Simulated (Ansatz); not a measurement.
# The honeycomb SnTe bilayer (AB) between two gates, part 2 of 3

Aim: screening and gap of the neutral honeycomb SnTe bilayer (AB) between oppositely charged gates.

Ansatz 0.2.0; plane-wave DFT, PBE-D3(BJ), Ansatz PAW.

So far. Step 2 (Relaxation): The lattice constant a goes from 4.180 to 4.238 Å.

### Step 3. Gated layer, displacement field 0, start network

The slab is cut off from its images along the normal. Two sheets of opposite charge stand for the gates, so the stack stays neutral in a displacement field; barriers ahead of the sheets keep electrons from leaking to them. The uncharged case sets the zero.

The cell differs from the one that the last finished run ended in (c 44.030 → 42.584 Å).

The input, input.yaml:

```yaml
crystal:
  lattice:
    - [4.2381777357, 0.0, 0.0]
    - [-2.1190888679, 3.6703695849, 0.0]
    - [0.0, 0.0, 42.584367159]
  atoms:
    - { symbol: Te, position: [0.6666666667, 0.3333333333, 0.4285610241] }
    - { symbol: Sn, position: [0.3333333333, 0.6666666667, 0.4672771007] }
    - { symbol: Te, position: [0.0, 0.0, 0.532431756] }
    - { symbol: Sn, position: [0.6666666667, 0.3333333333, 0.5714389759] }
  periodic: [true, true, false]
  symmetry: { detect: true }
kpoints:
  mp_grid: { grid: [42, 42, 1] }
  band_path:
    path: [[0, 0, 0], [0.5, 0, 0], [0.33333333, 0.33333333, 0], [0, 0, 0]]
    npoints: 16
hamiltonian:
  xc: pbe
  dispersion: d3bj
scf:
  occupations: { method: fermi_dirac, width: 0.05 }
  convergence: { dr2_threshold: 1.0e-10 }
output:
  forces: true
  eigenvalues: true
  dos: { projected: true, e_range: [-3, 3], de: 0.01 }
  write_potential: true
  write_density: true
  volumetric_format: npy
  elf: true
external_charges:
  - { charge: 0, barrier: 10, axis: 3, height: 28.834, sigma: 0.25 }
  - { charge: 0, barrier: 10, axis: 3, height: 13.75, sigma: 0.25 }
```

Started as:

```bash
> ansatz run input.yaml --threads 4 --pin off --max-ram 12288MiB --backend cpu --events-out ev --progress --plain --runs-dir out
```

Numbers of over 12 decimals in the logs are rounded to 6 here.

What it wrote:

```text
[...]
Crystal: 4 atoms, lattice volume = 662.429 Å³
Basis set: ecut = 420 eV, 12905 PW (Γ), exchange–correlation on 60×60×576 points (8 copies of the dense FFT grid, shifted against one another)
Bands: 36, of which v1, the nominal top of the filled ones, is band 30 counted from 1 (29 counted from 0)
Symmetry: 6 space group operations
[...]
k-points: 169 of 1764 (time reversal used)
[...]
SCF iter   1: F=—  HF=-26010.207155 eV  |F-HF|=—  |Δ(HF+E_count)|=         —  Δρ=1.27e-3  dr2=1.17e-1  ethr=1.77e-3  ⟨swp⟩=18.8  Hψ=48521  notcnv=0
[...]
SCF iter  13: F=-26010.193845 eV  HF=-26010.193845 eV  |F-HF|=5.09e-11  |Δ(HF+E_count)|=  9.68e-10  Δρ=5.39e-8  dr2=3.77e-11  ethr=1.00e-12  ⟨swp⟩=21.0  Hψ=45228  notcnv=0
SCF 1 converged in 13 iterations: F = -26010.193845 eV  dr2 = 3.77e-11
[...]
NSCF: frozen V_eff on 49 k-points
[...]
SCF converged after 13 iterations
Free energy (F): -26010.193845 eV
[...]
Internal energy: -26010.193220 eV  (E = F + TS)
E sigma→0 (E₀):  -26010.193533 eV
Entropy (-TS):   -0.000625 eV (-0.156 meV/atom)
Fermi energy:    -4.047523 eV
[...]
--- Forces (eV/Å), atoms and charges each counted from 1 ---
  atom   1  Te     0.00000000    -0.00000000     0.00110045
  atom   2  Sn    -0.00000000     0.00000000    -0.00001154
  atom   3  Te     0.00000000    -0.00000000     0.00017915
  atom   4  Sn     0.00000000    -0.00000000    -0.00234402
  external charge   1     0.00000000     0.00000000     0.00222351
  external charge   2     0.00000000     0.00000000    -0.00114794
  max |Σ_I F_I| component, the external charges' with the atoms': 3.82e-7 eV/Å
--- Band table (eV; the first three rows and the last of 169) ---
  k-point 0: bands = [... 26 lower, -5.8218, -5.1120, -5.1120, -4.4721, -3.6363, -2.1582, -2.1582, -2.1241, ... 2 higher]
  k-point 1: bands = [... 26 lower, -5.8313, -5.1738, -5.1207, -4.4416, -3.5955, -2.2670, -2.1496, -2.0063, ... 2 higher]
  k-point 2: bands = [... 26 lower, -5.8594, -5.3282, -5.1463, -4.3758, -3.4952, -2.3663, -2.1249, -1.8784, ... 2 higher]
  k-point 168: bands = [... 26 lower, -7.2292, -6.9840, -6.2955, -5.9859, -3.2975, -2.9566, -2.0584, -1.2191, ... 2 higher]
```

The job ended after 3 min (4 threads of Arm Neoverse V1, shared host; peak memory 2.9 GiB).

This step gave:

```
energy at zero smearing                                                             : -26010.1935 eV
gap along the path                                                                  : 0.4515 eV
smallest direct gap along the path                                                  : 0.8357 eV
gap, the smaller of path and mesh                                                   : 0.4515 eV
potential beyond the upper barrier and gate, less the barrier, from the Fermi level : 3.472 eV
```

Running mean over a fixed 2.5 Å (it still follows the layers) of the planar mean; beyond a gate it holds the 10 eV model barrier. The electron's electrostatic potential energy less the Fermi level by z:

```
z (Å)  electron's electrostatic potential energy less the Fermi level (eV)
    4                                                                 14.6
    5                                                                 14.6
    6                                                                 14.6
    7                                                                 14.6
    8                                                                 14.6
    9                                                                 14.6
   10                                                                 14.6
   11                                                                 14.6
   12                                                                 14.6
   13                                                                 12.6
   14                                                                 8.63
   15                                                                 5.02
   16                                                                 4.20
   17                                                                 2.35
   18                                                               -0.319
   19                                                                -1.59
   20                                                                -1.54
   21                                                               -0.202
   22                                                               -0.145
   23                                                                -2.14
   24                                                                -2.52
   25                                                               -0.389
   26                                                                 1.83
   27                                                                 3.30
   28                                                                 5.16
   29                                                                 9.13
   30                                                                 12.9
   31                                                                 13.5
   32                                                                 13.5
   33                                                                 13.5
   34                                                                 13.5
   35                                                                 13.5
   36                                                                 13.5
   37                                                                 13.5
   38                                                                 13.5
   39                                                                 13.5
```

The density of states has structure finer than the step of the table below, so its rows give means over 0.2 eV, whole bins alone (the curve runs from -3 to 2.22 eV). Peaks (eV: height): -2.92: 6.60, -2.73: 11.1, -2.29: 7.81, -1.87: 8.53, 0.79: 7.91, 1.50: 16.0, 1.65: 9.38.

The density of states by energy, zero at the Fermi level of the run, which the smearing sets inside the gap; means over each step:

```
energy (eV)  density of states (states/eV a cell)
       -2.8                                  5.62
       -2.6                                  3.07
       -2.4                                  4.09
       -2.2                                  4.80
       -2.0                                  3.66
       -1.8                                  3.78
       -1.6                                  1.69
       -1.4                                  3.04
       -1.2                                  2.41
       -1.0                                  1.45
       -0.8                                 0.929
       -0.6                                 0.715
       -0.4                                 0.772
       -0.2                                 0.558
        0.0                                     0
        0.2                                 0.655
        0.4                                  1.79
        0.6                                  3.28
        0.8                                  3.99
        1.0                                 0.284
        1.2                                 0.851
        1.4                                  3.51
        1.6                                  6.17
        1.8                                  4.71
        2.0                                  3.61
```

Projected DOS per atom over height of the atomic layer and energy from the Fermi level. Layers: Te Sn Te Sn from below.

Values in states/eV, 22 rows by 4 columns, each cell a mean:
```
0.29 0.65 0.42 1.47
0.66 1.15 0.55 1.75
0.85 1.57 0.60 1.93
0.71 1.06 0.59 1.63
0.12 0.15 0.08 0.27
0.07 0.07 0.36 0.69
0.45 0.39 1.13 2.10
0.27 0.24 0.51 0.99
0.12 0.10 0.18 0.39
0.00 0.00 0.00 0.00
0.38 0.19 0.12 0.13
0.29 0.19 0.09 0.10
0.36 0.26 0.09 0.12
0.63 0.43 0.11 0.19
1.27 0.70 0.17 0.29
1.32 0.80 0.20 0.31
1.00 0.49 0.29 0.26
1.19 0.52 1.52 1.04
1.54 0.60 1.31 0.92
1.34 0.51 1.28 0.90
1.49 0.73 1.36 0.77
1.68 0.77 1.50 0.78
```
Columns: height of the atomic layer (Å) from 18.2 to 24.3 (not evenly spaced); rows upwards: energy from the Fermi level (eV) from -2.98 to 2.22.

Electronic bands along the path, in eV, zero at the Fermi level of the run, which the smearing sets inside the gap:

```
  point  band 27  band 28  band 29  band 30  band 31  band 32  band 33  band 34
      Γ    -1.77    -1.06    -1.06    -0.42     0.41     1.89     1.89     1.92
halfway    -2.45    -1.94    -1.70    -0.88     0.60     1.49     2.22     2.33
      M    -2.94    -2.77    -2.17    -1.46     0.29     1.18     1.77     2.10
halfway    -3.22    -2.94    -2.34    -1.49     0.55     1.55     1.80     2.46
      K    -3.18    -2.94    -2.25    -1.94     0.75     1.09     1.99     2.83
halfway    -2.85    -2.43    -1.82    -0.78     0.82     1.75     2.00     2.47
      Γ    -1.77    -1.06    -1.06    -0.42     0.41     1.89     1.89     1.92
```

Electrostatic potential energy in the ca plane at fractional y = 0.333, with atoms of Te and Sn within 0.2 Å of it. With pseudopotentials it is smooth inside the atoms' cores, unlike the true potential.

Values in eV, 6 rows by 16 columns, each cell a mean:
```
 11  11   9   1   1   0  -8 -15  -6  -2  -1  -2  -9 -16  -6  -1
 11  11   9   1   1  -1 -11   5 -12  -1  -1  -2 -14   4 -13  -1
 11  11   9   1   1   0 -12  -2 -11  -1  -1  -2 -14  -5 -12  -1
 11  11   9   1   1   0  -5 -12  -5  -3  -1  -3  -6 -12  -4  -1
 11  11   9   1   1   0   0  -2  -6  -6  -2  -7  -5  -3  -2  -1
 11  11   9   1   1   0  -1  -2  -5  -5  -2  -6  -5  -3  -2  -1
```
Columns run along c (16.0 Å, from fractional 0.26 to 0.64 of the cell; values clipped at the 3rd and 97th percentile), rows up along a (4.2 Å). Atoms in or near the plane, at fractional coordinates: Te at (0.43, 0.67), Sn at (0.57, 0.67).

ELF in the ca plane at fractional y = 0.333, with atoms of Te and Sn within 0.2 Å of it. It is the smooth field of the valence electrons, not physical close to the nuclei.

Values, 6 rows by 16 columns, each cell a mean:
```
0.00 0.00 0.00 0.00 0.08 0.48 0.68 0.53 0.52 0.19 0.09 0.34 0.37 0.34 0.63 0.59
0.00 0.00 0.00 0.01 0.17 0.68 0.54 0.11 0.49 0.13 0.02 0.11 0.23 0.07 0.54 0.81
0.00 0.00 0.00 0.01 0.15 0.65 0.58 0.20 0.50 0.14 0.03 0.14 0.25 0.14 0.56 0.79
0.00 0.00 0.00 0.00 0.05 0.36 0.64 0.58 0.48 0.24 0.13 0.44 0.43 0.35 0.58 0.44
0.00 0.00 0.00 0.00 0.00 0.04 0.15 0.26 0.29 0.37 0.26 0.59 0.54 0.21 0.12 0.04
0.00 0.00 0.00 0.00 0.01 0.08 0.28 0.38 0.33 0.35 0.24 0.58 0.53 0.27 0.23 0.09
```
Columns run along c (16.0 Å, from fractional 0.26 to 0.64 of the cell), rows up along a (4.2 Å). Atoms in or near the plane, at fractional coordinates: Te at (0.43, 0.67), Sn at (0.57, 0.67).

Valence density in the ca plane at fractional y = 0.333, with atoms of Te and Sn within 0.2 Å of it. It is the smooth field of the valence electrons, not physical close to the nuclei.

Ten steps, logarithmic in the rise over the least value, from '0' (0 e/Å³) to '9' (15 e/Å³), each cell a mean:
```
00000000000000000122222111000001111222110000
00000000000000001235543210000000112455321000
00000000000000001368974210000000013688631000
00000000000000001379984210000000014799742000
00000000000000001358873210000000013688531000
00000000000000001234442210000000112344321000
00000000000000000112222111000001111222110000
00000000000000000001111111100111211111000000
00000000000000000000011111111112221100000000
00000000000000000000011111110112221100000000
00000000000000000011111111100011111111000000
```
Columns run along c (16.0 Å, from fractional 0.26 to 0.64 of the cell), rows up along a (4.2 Å). Atoms in or near the plane, at fractional coordinates: Te at (0.43, 0.67), Sn at (0.57, 0.67).

The gap, the smaller of path and mesh, is 0.451 eV.

### Step 4. Gated layer, displacement field 0.543 V/nm

Changes to input.yaml since step 3:

```diff
@@ -26,3 +26,2 @@
   eigenvalues: true
-  dos: { projected: true, e_range: [-3, 3], de: 0.01 }
   write_potential: true
@@ -30,5 +29,6 @@
   volumetric_format: npy
-  elf: true
 external_charges:
   - { charge: 0, barrier: 10, axis: 3, height: 28.834, sigma: 0.25 }
+  - { charge: -0.004667, axis: 3, height: 30.334, sigma: 0.5 }
   - { charge: 0, barrier: 10, axis: 3, height: 13.75, sigma: 0.25 }
+  - { charge: 0.004667, axis: 3, height: 12.25, sigma: 0.5 }
```

What it wrote:

```text
[...]
Crystal: 4 atoms, lattice volume = 662.429 Å³
Basis set: ecut = 420 eV, 12905 PW (Γ), exchange–correlation on 60×60×576 points (8 copies of the dense FFT grid, shifted against one another)
Bands: 36, of which v1, the nominal top of the filled ones, is band 30 counted from 1 (29 counted from 0)
Symmetry: 6 space group operations
[...]
k-points: 169 of 1764 (time reversal used)
[...]
SCF iter   1: F=—  HF=-26010.396140 eV  |F-HF|=—  |Δ(HF+E_count)|=         —  Δρ=7.96e-3  dr2=1.97e0  ethr=3.10e-3  ⟨swp⟩=18.9  Hψ=47875  notcnv=0
[...]
SCF iter  17: F=-26010.198100 eV  HF=-26010.198100 eV  |F-HF|=5.75e-10  |Δ(HF+E_count)|=   1.94e-9  Δρ=2.41e-8  dr2=2.08e-11  ethr=1.00e-12  ⟨swp⟩=21.2  Hψ=45986  notcnv=0
SCF 1 converged in 17 iterations: F = -26010.198100 eV  dr2 = 2.08e-11
[...]
SCF converged after 17 iterations
Free energy (F): -26010.198100 eV
[...]
Internal energy: -26010.197518 eV  (E = F + TS)
E sigma→0 (E₀):  -26010.197809 eV
Entropy (-TS):   -0.000581 eV (-0.145 meV/atom)
Fermi energy:    -4.041326 eV
[...]
--- Forces (eV/Å), atoms and charges each counted from 1 ---
  atom   1  Te     0.00000000    -0.00000000    -0.00323506
  atom   2  Sn    -0.00000000     0.00000000     0.00383756
  atom   3  Te    -0.00000000    -0.00000000    -0.00469406
  atom   4  Sn     0.00000000    -0.00000000     0.00324581
  external charge   1     0.00000000     0.00000000     0.00207266
  external charge   2     0.00000000     0.00000000    -0.00012673
  external charge   3     0.00000000     0.00000000    -0.00122707
  external charge   4     0.00000000     0.00000000     0.00012665
  max |Σ_I F_I| component, the external charges' with the atoms': 2.32e-7 eV/Å
--- Band table (eV; the first three rows and the last of 169) ---
  k-point 0: bands = [... 26 lower, -5.8109, -5.1129, -5.1129, -4.4688, -3.6239, -2.1481, -2.1481, -2.1214, ... 2 higher]
  k-point 1: bands = [... 26 lower, -5.8205, -5.1750, -5.1216, -4.4383, -3.5830, -2.2600, -2.1396, -2.0007, ... 2 higher]
  k-point 2: bands = [... 26 lower, -5.8486, -5.3299, -5.1471, -4.3726, -3.4820, -2.3593, -2.1148, -1.8731, ... 2 higher]
  k-point 168: bands = [... 26 lower, -7.2227, -6.9799, -6.2895, -5.9847, -3.2849, -2.9515, -2.0487, -1.2076, ... 2 higher]
```

The job ended after 3.3 min (4 threads; peak memory 2.9 GiB; 13 min of CPU time).

This step gave:

```
energy at zero smearing                                                             : -26010.1978 eV
gap along the path                                                                  : 0.4601 eV
smallest direct gap along the path                                                  : 0.8449 eV
gap, the smaller of path and mesh                                                   : 0.4601 eV
potential beyond the upper barrier and gate, less the barrier, from the Fermi level : 3.721 eV
```

The electronic bands at the labelled points (eV, zero at the Fermi level of the run, which the smearing sets inside the gap):

```
  point  band 27  band 28  band 29  band 30  band 31  band 32  band 33  band 34
      Γ    -1.77    -1.07    -1.07    -0.43     0.42     1.89     1.89     1.92
halfway    -2.45    -1.93    -1.71    -0.88     0.60     1.49     2.23     2.33
      M    -2.94    -2.77    -2.18    -1.46     0.29     1.19     1.77     2.10
halfway    -3.23    -2.94    -2.34    -1.50     0.56     1.55     1.81     2.46
      K    -3.18    -2.94    -2.25    -1.94     0.76     1.09     1.99     2.83
halfway    -2.85    -2.44    -1.82    -0.78     0.83     1.75     2.00     2.46
      Γ    -1.77    -1.07    -1.07    -0.43     0.42     1.89     1.89     1.92
```

The gap, the smaller of path and mesh, is 0.460 eV.

### Step 5. Gated layer, displacement field 1.09 V/nm

Changes to input.yaml since step 4:

```diff
@@ -31,4 +31,4 @@
   - { charge: 0, barrier: 10, axis: 3, height: 28.834, sigma: 0.25 }
-  - { charge: -0.004667, axis: 3, height: 30.334, sigma: 0.5 }
+  - { charge: -0.009333, axis: 3, height: 30.334, sigma: 0.5 }
   - { charge: 0, barrier: 10, axis: 3, height: 13.75, sigma: 0.25 }
-  - { charge: 0.004667, axis: 3, height: 12.25, sigma: 0.5 }
+  - { charge: 0.009333, axis: 3, height: 12.25, sigma: 0.5 }
```

What it wrote:

```text
[...]
Crystal: 4 atoms, lattice volume = 662.429 Å³
Basis set: ecut = 420 eV, 12905 PW (Γ), exchange–correlation on 60×60×576 points (8 copies of the dense FFT grid, shifted against one another)
Bands: 36, of which v1, the nominal top of the filled ones, is band 30 counted from 1 (29 counted from 0)
Symmetry: 6 space group operations
[...]
k-points: 169 of 1764 (time reversal used)
[...]
--- Band table (eV; the first three rows and the last of 169) ---
  k-point 0: bands = [... 26 lower, -5.8006, -5.1145, -5.1145, -4.4664, -3.6120, -2.1387, -2.1387, -2.1193, ... 2 higher]
  k-point 1: bands = [... 26 lower, -5.8102, -5.1769, -5.1232, -4.4358, -3.5709, -2.2536, -2.1301, -1.9957, ... 2 higher]
  k-point 2: bands = [... 26 lower, -5.8383, -5.3323, -5.1487, -4.3702, -3.4692, -2.3531, -2.1053, -1.8685, ... 2 higher]
  k-point 168: bands = [... 26 lower, -7.2167, -6.9767, -6.2838, -5.9842, -3.2729, -2.9471, -2.0398, -1.1966, ... 2 higher]
[key lines of the parts left out:]
SCF converged after 16 iterations
Free energy (F): -26010.200114 eV
Fermi energy:    -4.035812 eV
```

Run time: 3.2 min. Hardware: 4 threads; peak memory 2.9 GiB; 13 min of CPU time.

The gap, the smaller of path and mesh, is 0.469 eV.

[end of part 2 of 3]

[Logs are printed without paths, hosts, clocks, repeated set-up lines and the standing remarks that a program may print on its own settings, such as how far it seeks lower states.]

[Hosts, paths, dates, database ids (printed as entryN), source tags and the programs' standing remarks are cut or masked in the printed files.]

[Maps of the electrostatic potential energy from Ansatz leave out the sawtooth potential of an applied field or a dipole correction, so their vacuum need not be flat; planar profiles and work functions include it.]

[The density of states shown here was stored with 400 of the rows of the run's finer table, so its peaks can read low, often by over a quarter, or be missed, and its means over a window can be off by a tenth or more.]
